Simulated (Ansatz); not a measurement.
# What moves the pressure of KCl?

```yaml
crystal:
  lattice:
    - [3.63400, 0.00000, 0.00000]
    - [0.00000, 3.63400, 0.00000]
    - [0.00000, 0.00000, 3.63400]
  atoms:
    - { symbol: K, position: [0.00000, 0.00000, 0.00000] }
    - { symbol: Cl, position: [0.50000, 0.50000, 0.50000] }
```

Atoms are numbered in the order listed.

The conventional cell has a = 3.634 Å, b = 3.634 Å, c = 3.634 Å, α = 90.00°, β = 90.00°, γ = 90.00°. Around K (atom 1) lie 8 Cl at 3.15 Å. Cl (atom 2) is surrounded by 8 K at 3.15 Å.

The cell is COD entry 1000050, as deposited and not checked against the literature; nothing was relaxed.

Level of theory: DFT, PBE, all-electron LAPW, scalar-relativistic in Ansatz 0.2.0.

The runs use a Γ-centred 7×7×7 k mesh, Fermi–Dirac smearing of 0.01 eV, basis error target 1 meV/atom, no spin polarisation.

In this reference run the pressure is 4.5 GPa (positive in compression). Each change below is made alone, on the same k mesh, with fractional coordinates held unless an atom is moved; x, y and z are the Cartesian axes.

Question: One change shifts the pressure by +0.5 GPa. Which?
A. volume scaled by 0.975
B. functional pbesol
C. atom 2 (Cl) moved by (0.1414, 0.1414, 0.0000) Å
D. x and y strained by +1.5 %, z held
E. functional lda
F. no relativity

Answer: C. The others give: x and y strained by +1.5 %, z held, -1.1 GPa; volume scaled by 0.975, +1.0 GPa; functional lda, -4.4 GPa; functional pbesol, -2.2 GPa; no relativity, +0.1 GPa.
